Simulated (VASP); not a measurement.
# C61N2 (a cell with a defect) in VASP: relaxation of the atoms with PBE

Aim: the relaxation of the atoms of C61N2 (a cell with a defect) with PBE.

All numbers are computed with VASP 6.6.1; they aren't measurements. Logs are shortened: lines on timing, memory, paths and dates and some standing lists are left out, and cuts for length are marked.

## Step 1: The structure

The cell holds a defect, 63 atoms: a = 7.143 Å, b = 7.143 Å, c = 7.143 Å, α = 90.00°, β = 90.00°, γ = 90.00°.

The cell was built by a generator and needn't be a form met in nature.

## Step 2: Relaxation of the atoms, PBE, collinear spin, ferromagnetic start

INCAR

```
ALGO = Normal ; EDIFF = 1E-5
EDIFFG = -0.01 ; ENCUT = 420
GGA = PE ; IBRION = 2
ISIF = 2 ; ISMEAR = 0
ISPIN = 2 ; ISYM = 0
LASPH = T ; LCHARG = F
LORBIT = 11 ; LREAL = Auto
LWAVE = F ; MAGMOM = 0 0 0 0 0 0 0 0 0 0 0 0 0 0 0 0 0 0 0 0 0 0 0 0 0 0 0 0 0 0 0 0 0 0 0 0 0 0 0 0 0 0 0 0 0.5 0 0 0 0 0 0 0 0 0 0.5 0 0 0 0 0 0 0 0
NCORE = 4 ; NELECT = 255
NELM = 80 ; NSW = 40
NUPDOWN = 1 ; PREC = Accurate
SIGMA = 0.01
```

KPOINTS

```
k-points
0
Gamma
  1 1 1
```

POSCAR

```
C61N2
1.0
    7.1431000000      0.0000000000      0.0000000000
    0.0000000000      7.1431000000      0.0000000000
    0.0000000000      0.0000000000      7.1431000000
N C
2 61
Direct
    0.1250000000      0.1250000000      0.1250000000
    0.1250000000      0.8750000000      0.8750000000
    0.0000000000      0.2500000000      0.2500000000
    0.1250000000      0.3750000000      0.3750000000
    0.2500000000      0.0000000000      0.2500000000
    0.3750000000      0.1250000000      0.3750000000
    0.2500000000      0.2500000000      0.0000000000
    0.3750000000      0.3750000000      0.1250000000
    0.0000000000      0.0000000000      0.5000000000
    0.1250000000      0.1250000000      0.6250000000
    0.0000000000      0.2500000000      0.7500000000
    0.1250000000      0.3750000000      0.8750000000
    0.2500000000      0.0000000000      0.7500000000
    0.3750000000      0.1250000000      0.8750000000
    0.2500000000      0.2500000000      0.5000000000
    0.3750000000      0.3750000000      0.6250000000
    0.0000000000      0.5000000000      0.0000000000
    0.1250000000      0.6250000000      0.1250000000
    0.0000000000      0.7500000000      0.2500000000
    0.1250000000      0.8750000000      0.3750000000
    0.2500000000      0.5000000000      0.2500000000
    0.3750000000      0.6250000000      0.3750000000
    0.2500000000      0.7500000000      0.0000000000
    0.3750000000      0.8750000000      0.1250000000
    0.0000000000      0.5000000000      0.5000000000
    0.1250000000      0.6250000000      0.6250000000
    0.0000000000      0.7500000000      0.7500000000
    0.2500000000      0.5000000000      0.7500000000
    0.3750000000      0.6250000000      0.8750000000
    0.2500000000      0.7500000000      0.5000000000
    0.3750000000      0.8750000000      0.6250000000
    0.5000000000      0.0000000000      0.0000000000
    0.6250000000      0.1250000000      0.1250000000
    0.5000000000      0.2500000000      0.2500000000
    0.6250000000      0.3750000000      0.3750000000
    0.7500000000      0.0000000000      0.2500000000
    0.8750000000      0.1250000000      0.3750000000
    0.7500000000      0.2500000000      0.0000000000
    0.8750000000      0.3750000000      0.1250000000
    0.5000000000      0.0000000000      0.5000000000
    0.6250000000      0.1250000000      0.6250000000
    0.5000000000      0.2500000000      0.7500000000
    0.6250000000      0.3750000000      0.8750000000
    0.7500000000      0.0000000000      0.7500000000
    0.8750000000      0.1250000000      0.8750000000
    0.7500000000      0.2500000000      0.5000000000
    0.8750000000      0.3750000000      0.6250000000
    0.5000000000      0.5000000000      0.0000000000
    0.6250000000      0.6250000000      0.1250000000
    0.5000000000      0.7500000000      0.2500000000
    0.6250000000      0.8750000000      0.3750000000
    0.7500000000      0.5000000000      0.2500000000
    0.8750000000      0.6250000000      0.3750000000
    0.7500000000      0.7500000000      0.0000000000
    0.8750000000      0.8750000000      0.1250000000
    0.5000000000      0.5000000000      0.5000000000
    0.6250000000      0.6250000000      0.6250000000
    0.5000000000      0.7500000000      0.7500000000
    0.6250000000      0.8750000000      0.8750000000
    0.7500000000      0.5000000000      0.7500000000
    0.8750000000      0.6250000000      0.8750000000
    0.7500000000      0.7500000000      0.5000000000
    0.8750000000      0.8750000000      0.6250000000
```

Potentials or basis: VASP PAW PBE potentials, release 64 (N, C).

Command:

```console
$ cat potpaw_PBE.64/N/POTCAR potpaw_PBE.64/C/POTCAR > POTCAR
$ mpirun -np 8 vasp_gam > vasp.out
```

OUTCAR:

```text
EDIFF = 1E-5
   EDIFFG = -0.01
   ENCUT = 420
   GGA = PE
   IBRION = 2
   ISIF = 2
   ISMEAR = 0
   ISPIN = 2
   ISYM = 0
   LASPH = T
   LORBIT = 11
   LREAL = Auto
   NELECT = 255
   NELM = 80
   NSW = 40
   NUPDOWN = 1
   PREC = Accurate

 ion  position               nearest neighbor table
   1  0.125  0.125  0.125-   3 1.55   5 1.55   7 1.55
   2  0.125  0.875  0.875-  13 1.55  23 1.55  27 1.55
   3  0.000  0.250  0.250-   1 1.55   4 1.55  37 1.55  39 1.55
   4  0.125  0.375  0.375-   3 1.55  15 1.55  21 1.55  25 1.55
   5  0.250  0.000  0.250-   1 1.55   6 1.55  20 1.55  24 1.55
   6  0.375  0.125  0.375-   5 1.55  15 1.55  34 1.55  40 1.55
   7  0.250  0.250  0.000-   1 1.55   8 1.55  12 1.55  14 1.55
   8  0.375  0.375  0.125-   7 1.55  21 1.55  34 1.55  48 1.55
[... 41 lines left out ...]
  50  0.500  0.750  0.250-  22 1.55  24 1.55  49 1.55  51 1.55
  51  0.625  0.875  0.375-  36 1.55  40 1.55  50 1.55  62 1.55
  52  0.750  0.500  0.250-  35 1.55  39 1.55  49 1.55  53 1.55
  53  0.875  0.625  0.375-  19 1.55  25 1.55  52 1.55  62 1.55
  54  0.750  0.750  0.000-  49 1.55  55 1.55  59 1.55  61 1.55
  55  0.875  0.875  0.125-  19 1.55  36 1.55  54 1.55
  56  0.500  0.500  0.500-  16 1.55  22 1.55  35 1.55  57 1.55
  57  0.625  0.625  0.625-  56 1.55  58 1.55  60 1.55  62 1.55
  58  0.500  0.750  0.750-  29 1.55  31 1.55  57 1.55  59 1.55
  59  0.625  0.875  0.875-  32 1.55  44 1.55  54 1.55  58 1.55
  60  0.750  0.500  0.750-  43 1.55  47 1.55  57 1.55  61 1.55
  61  0.875  0.625  0.875-  17 1.55  27 1.55  54 1.55  60 1.55
  62  0.750  0.750  0.500-  51 1.55  53 1.55  57 1.55  63 1.55
  63  0.875  0.875  0.625-   9 1.55  27 1.55  44 1.55  62 1.55

IMPORTANT INFORMATION: All symmetrisations will be switched off!
NOSYMM: (Re-)initialisation of all symmetry stuff for point group C_1.

----------------------------------------------------------------------------------------

                                     Primitive cell

  volume of cell :     364.4687

  direct lattice vectors                    reciprocal lattice vectors
     7.143100000  0.000000000  0.000000000     0.139995240  0.000000000  0.000000000
     0.000000000  7.143100000  0.000000000     0.000000000  0.139995240  0.000000000
     0.000000000  0.000000000  7.143100000     0.000000000  0.000000000  0.139995240

  length of vectors
     7.143100000  7.143100000  7.143100000     0.139995240  0.139995240  0.139995240

  position of ions in fractional coordinates (direct lattice)
     0.125000000  0.125000000  0.125000000
     0.125000000  0.875000000  0.875000000
     0.000000000  0.250000000  0.250000000
     0.125000000  0.375000000  0.375000000
     0.250000000  0.000000000  0.250000000
     0.375000000  0.125000000  0.375000000
[... 55 lines left out ...]
     0.750000000  0.750000000  0.500000000
     0.875000000  0.875000000  0.625000000

  ion indices of the primitive-cell ions
   primitive index   ion index
                 1           1
                 2           2
                 3           3
                 4           4
                 5           5
                 6           6
[... 55 lines left out ...]
                62          62
                63          63

----------------------------------------------------------------------------------------

 KPOINTS: k-points

Automatic generation of k-mesh.
 Grid dimensions read from file:
 generate k-points for:    1    1    1

 Generating k-lattice:

  Cartesian coordinates                     Fractional coordinates (reciprocal lattice)
     0.139995240  0.000000000  0.000000000     1.000000000  0.000000000  0.000000000
     0.000000000  0.139995240  0.000000000     0.000000000  1.000000000  0.000000000
     0.000000000  0.000000000  0.139995240     0.000000000  0.000000000  1.000000000

[... 42 lines left out ...]
   PSTRESS=    0.0 pullay stress
   NELECT =     255.0000    total number of electrons
   NUPDOWN=       1.0000    fix difference up-down
   EMIN   =  10.00;   EMAX   =-10.00  energy-range for DOS
   EFERMI =   0.00;   METHOD = LEGACY
   ISMEAR =     0;   SIGMA  =   0.01  broadening in eV -4-tet -1-fermi 0-gaus
   EFERMI_NEDOS =   21; number of points for ismear=-14 and -15
   IALGO  =     38    algorithm
   IMIX   =      4    mixing-type and parameters
     AMIX     =   0.40;   BMIX     =  1.00
     AMIX_MAG =   1.60;   BMIX_MAG =  1.00
  volume/ion in A,a.u.               =       5.79        39.04
  Fermi-wavevector in a.u.,A,eV,Ry     =   1.453343  2.746420 28.738311  2.112206
  Thomas-Fermi vector in A             =   2.570621
   LORBIT       =     11    0 simple, 1 ext, 2 COOP (PROOUT), +10 PAW based schemes
   GGA     = PE    functional components
   LHFCALC =     F    Hartree Fock is set to
   AEXX    =    0.0000 exact exchange contribution
   IVDW    =     0    specifies the selected vdW correction
   LEPSILON=     F    determine dielectric tensor
   LRPA    =     F    only Hartree local field effects (RPA)
 conjugate gradient relaxation of ions
 spin polarized calculation
 Gauss-broadening in eV      SIGMA  =   0.01
  energy-cutoff  :      420.00
  volume of cell :      364.47
 maximum number of plane-waves:      3562
 NGX is ok and might be reduce to    48
   NGX = 23   NGY = 23   NGZ = 23

--------------------------------------- Ionic step        1  -------------------------------------------

 number of electron     255.0000196 magnetization       1.0000002

 Free energy of the ion-electron system (eV)
  ---------------------------------------------------
  ext. energy  EPLUGINS =         0.00000000
  ---------------------------------------------------
  free energy    TOTEN  =      -548.34740926 eV

  energy without entropy =     -548.34740926  energy(sigma->0) =     -548.34740926

------------------------ aborting loop because EDIFF is reached ----------------------------------------

  FORCE on cell =-STRESS in cart. coord.  units (eV):
  Direction    XX          YY          ZZ          XY          YZ          ZX
  --------------------------------------------------------------------------------------
  -------------------------------------------------------------------------------------
  Total       12.8081908      9.0237804      9.0237839      0.0001279      3.8886183     -0.0000739
  in kB       56.3038614     39.6678726     39.6678880      0.0005624     17.0940791     -0.0003247
  external PRESSURE =      45.2132073 kB  Pullay stress =       0.0000000 kB
[... 272 lines left out ...]
  FREE ENERGIE OF THE ION-ELECTRON SYSTEM (eV)
  ---------------------------------------------------
  free  energy   TOTEN  =      -549.3257758637 eV

  energy  without entropy=     -549.3257758637  energy(sigma->0) =     -549.32577586

[... ionic steps 4 to 13 ...]

--------------------------------------- Ionic step       14  -------------------------------------------

 number of electron     255.0000112 magnetization       1.0000001

------------------------ aborting loop because EDIFF is reached ----------------------------------------
[... 189 lines left out ...]
--------------------------------------- Ionic step       16  -------------------------------------------

 number of electron     255.0000111 magnetization       1.0000001

 Free energy of the ion-electron system (eV)
  ---------------------------------------------------
  ext. energy  EPLUGINS =         0.00000000
  ---------------------------------------------------
  free energy    TOTEN  =      -549.55408470 eV

  energy without entropy =     -549.55408470  energy(sigma->0) =     -549.55408470

 E-fermi :  11.3431     XC(G=0): -13.1431

 val. band max:       11.6553195341   @ k =   0.0000   0.0000   0.0000
 cond. band min:      12.5151562177   @ k =   0.0000   0.0000   0.0000
 fundamental gap:      0.8598366837
 Fermi energy:        11.7019793281

 spin component 1

 k-point     1 :       0.0000    0.0000    0.0000
  band No.  band energies     occupation
      1     -12.2451      1.00000
      2     -10.7577      1.00000
      3     -10.4071      1.00000
      4      -9.8561      1.00000
      5      -9.8418      1.00000
      6      -9.6882      1.00000
[... 131 lines left out ...]
    138      14.3094      0.00000
    139      14.3368      0.00000
 Fermi energy:        11.3430993056

 spin component 2

 k-point     1 :       0.0000    0.0000    0.0000
  band No.  band energies     occupation
      1     -12.2349      1.00000
      2     -10.7538      1.00000
      3     -10.3976      1.00000
      4      -9.8466      1.00000
      5      -9.8326      1.00000
      6      -9.6614      1.00000
[... 131 lines left out ...]
    138      14.3192      0.00000
    139      14.3594      0.00000
 [bands above 139 left out]

------------------------ aborting loop because EDIFF is reached ----------------------------------------

  FORCE on cell =-STRESS in cart. coord.  units (eV):
  Direction    XX          YY          ZZ          XY          YZ          ZX
  --------------------------------------------------------------------------------------
  -------------------------------------------------------------------------------------
  Total       16.7164105     12.2688013     12.2687983     -0.0000001      5.2710968     -0.0000002
  in kB       73.4841068     53.9327450     53.9327319     -0.0000006     23.1713526     -0.0000008
  external PRESSURE =      60.4498612 kB  Pullay stress =       0.0000000 kB
[... 78 lines left out ...]
  FREE ENERGIE OF THE ION-ELECTRON SYSTEM (eV)
  ---------------------------------------------------
  free  energy   TOTEN  =      -549.5540847027 eV

  energy  without entropy=     -549.5540847027  energy(sigma->0) =     -549.55408470

 reached required accuracy - stopping structural energy minimisation

 total charge

# of ion       s       p       d       tot
------------------------------------------
    1        1.211   2.689   0.000   3.900
    2        1.211   2.689   0.000   3.900
    3        0.821   1.725   0.000   2.546
    4        0.829   1.766   0.000   2.595
    5        0.821   1.727   0.000   2.548
    6        0.831   1.771   0.000   2.602
[... 55 lines left out ...]
   62        0.825   1.751   0.000   2.576
   63        0.824   1.753   0.000   2.577
--------------------------------------------------
tot         52.848 112.589   0.000 165.436

 magnetization (x)

# of ion       s       p       d       tot
------------------------------------------
    1       -0.001   0.003   0.000   0.002
    2       -0.001   0.003   0.000   0.002
    3       -0.000  -0.001   0.000  -0.001
    4       -0.000  -0.000   0.000  -0.000
    5       -0.000   0.000   0.000   0.000
    6        0.000   0.003   0.000   0.003
[... 55 lines left out ...]
   62       -0.000  -0.001   0.000  -0.001
   63        0.001   0.004   0.000   0.004
--------------------------------------------------
tot          0.067   0.571   0.000   0.638
```

Run time: 2.3 min. Hardware: 8 MPI ranks of Intel Xeon 6975P-C (Granite Rapids), shared host; peak memory 0.15 GiB.

Results:

```yaml
Free_energy: -549.5541 eV
Energy_gained_by_relaxing: 19.2 meV/atom
Ionic_steps: 16
Largest_force_after_relaxing: 0.006 eV/Å
Net_moment: 1.00 μB per cell
Site_moments: N +0.00; C -0.00, +0.00, +0.01, -0.01, +0.02, +0.24 μB
Valence_electrons_inside_the_program's_atomic_spheres: N 3.90; C 2.55, 2.60, 2.58, 2.57, 2.59, 2.61, 2.62
```

Forces on the atoms (eV/Å):
```
N    0.001 -0.001 -0.001
N    0.001  0.001  0.001
C    0.002  0.002  0.002
C   -0.004 -0.001 -0.001
C    0.002  0.001  0.003
C   -0.003 -0.004 -0.002
C    0.002  0.003  0.001
C   -0.003 -0.002 -0.004
C    0.001  0.000  0.000
C   -0.002 -0.002  0.000
C   -0.002  0.002 -0.002
C   -0.002  0.000  0.002
C    0.002 -0.001 -0.003
C    0.002 -0.001  0.001
C    0.003  0.003 -0.001
C    0.000  0.001 -0.001
C    0.001  0.000  0.000
C   -0.002  0.000 -0.002
C   -0.002 -0.002  0.002
C   -0.002  0.002  0.000
C    0.003 -0.001  0.003
C    0.000 -0.001  0.001
C    0.002 -0.003 -0.001
C    0.002  0.001 -0.001
C    0.001  0.000  0.000
C   -0.004  0.001  0.001
C    0.002 -0.002 -0.002
C    0.003  0.001 -0.003
C   -0.003  0.002  0.004
C    0.003 -0.003  0.001
C   -0.003  0.004  0.002
C   -0.001  0.000  0.000
C   -0.001 -0.002 -0.002
C   -0.001  0.002  0.002
C    0.000  0.000  0.000
C   -0.001 -0.006  0.001
C    0.001 -0.002  0.000
C   -0.001  0.001 -0.006
C    0.001  0.000 -0.002
C    0.003  0.000  0.000
C    0.000 -0.003  0.003
C    0.000  0.004 -0.004
C    0.000 -0.003  0.003
C   -0.001  0.006 -0.001
C    0.000 -0.001  0.001
C   -0.003  0.003  0.000
C    0.002 -0.001  0.001
C    0.003  0.000  0.000
C    0.000  0.003 -0.003
C    0.000 -0.004  0.004
C    0.000  0.003 -0.003
C   -0.003  0.000  0.003
C    0.002  0.001 -0.001
C   -0.001 -0.001  0.006
C    0.000  0.001 -0.001
C   -0.001  0.000  0.000
C    0.000  0.000  0.000
C   -0.001 -0.002 -0.002
C   -0.001  0.002  0.002
C   -0.003  0.000 -0.003
C    0.001  0.000  0.002
C   -0.003 -0.003  0.000
C    0.001  0.002  0.000
```

The path:
| step | energy change (eV) | largest force (eV/Å) | pressure (GPa) |
| --- | --- | --- | --- |
| 1 | 0.0000 | 3.1696 | 4.52 |
| 2 | -0.5616 | 2.9497 | 6.83 |
| 3 | -0.9784 | 1.0977 | 5.44 |
| 4 | -1.0195 | 1.0146 | 6.45 |
| 5 | -1.1694 | 0.3134 | 5.91 |
| 6 | -1.1903 | 0.3163 | 6.08 |
| 7 | -1.2005 | 0.1298 | 6.01 |
| 8 | -1.2039 | 0.1426 | 6.08 |
| 9 | -1.2050 | 0.0635 | 6.05 |
| 10 | -1.2060 | 0.0509 | 6.06 |
| 11 | -1.2061 | 0.0363 | 6.06 |
| 12 | -1.2065 | 0.0286 | 6.06 |
| 13 | -1.2065 | 0.0286 | 6.06 |
| 14 | -1.2066 | 0.0104 | 6.05 |
| 15 | -1.2066 | 0.0119 | 6.05 |
| 16 | -1.2067 | 0.0057 | 6.04 |

Final structure:
```xyz
63
Lattice="7.1431 0.0000 0.0000 0.0000 7.1431 0.0000 0.0000 0.0000 7.1431" Properties=species:S:1:pos:R:3 pbc="T T T"
N     0.9802    0.9818    0.9818
N     0.9802    6.1613    6.1613
C     0.0391    1.7815    1.7815
C     0.8897    2.6896    2.6896
C     1.7800    0.0432    1.7795
C     2.6865    0.8932    2.6898
C     1.7800    1.7795    0.0432
C     2.6865    2.6898    0.8932
C     7.1413    0.0000    3.5715
C     0.8811    0.8751    4.4835
C     7.1260    1.7565    5.3866
C     0.8811    2.6596    6.2680
C     1.7800    7.0999    5.3636
C     2.6576    0.8727    6.2704
C     1.7838    1.7803    3.5853
C     2.6753    2.6729    4.4702
C     7.1413    3.5715    7.1431
C     0.8811    4.4835    0.8751
C     7.1260    5.3866    1.7565
C     0.8811    6.2680    2.6596
C     1.7838    3.5853    1.7803
C     2.6753    4.4702    2.6729
C     1.7800    5.3636    7.0999
C     2.6576    6.2704    0.8727
C     7.1411    3.5715    3.5715
C     0.8897    4.4535    4.4535
C     0.0391    5.3616    5.3616
C     1.7838    3.5578    5.3628
C     2.6865    4.4533    6.2499
C     1.7838    5.3628    3.5578
C     2.6865    6.2499    4.4533
C     3.5728    7.1431    0.0000
C     4.4674    0.8921    0.8921
C     3.5777    1.7873    1.7873
C     4.4696    2.6776    2.6776
C     5.3613    7.1292    1.7740
C     6.2632    0.8835    2.6640
C     5.3613    1.7740    7.1292
C     6.2632    2.6640    0.8835
C     3.5683    0.0000    3.5715
C     4.4541    0.8845    4.4557
C     3.5613    1.7800    5.3631
C     4.4541    2.6874    6.2586
C     5.3613    0.0139    5.3691
C     6.1627    0.9493    6.1938
C     5.3636    1.7838    3.5661
C     6.2545    2.6811    4.4620
C     3.5683    3.5715    0.0000
C     4.4541    4.4557    0.8845
C     3.5613    5.3631    1.7800
C     4.4541    6.2586    2.6874
C     5.3636    3.5661    1.7838
C     6.2545    4.4620    2.6811
C     5.3613    5.3691    0.0139
C     6.1627    6.1938    0.9493
C     3.5729    3.5715    3.5715
C     4.4696    4.4655    4.4655
C     3.5777    5.3558    5.3558
C     4.4674    6.2510    6.2510
C     5.3636    3.5770    5.3593
C     6.2632    4.4791    6.2596
C     5.3636    5.3593    3.5770
C     6.2632    6.2596    4.4791
```

Caveat: the cell carries a net charge on a neutralising background, which shifts energy and pressure; the cell is charged against a uniform background, so pressure and absolute levels hang on convention; the cutoff is under 1.25 times the usual one of these potentials, so pressure, stress and relaxed cells hold a basis-set (Pulay) error; the total moment is fixed, so each spin has its own Fermi level.
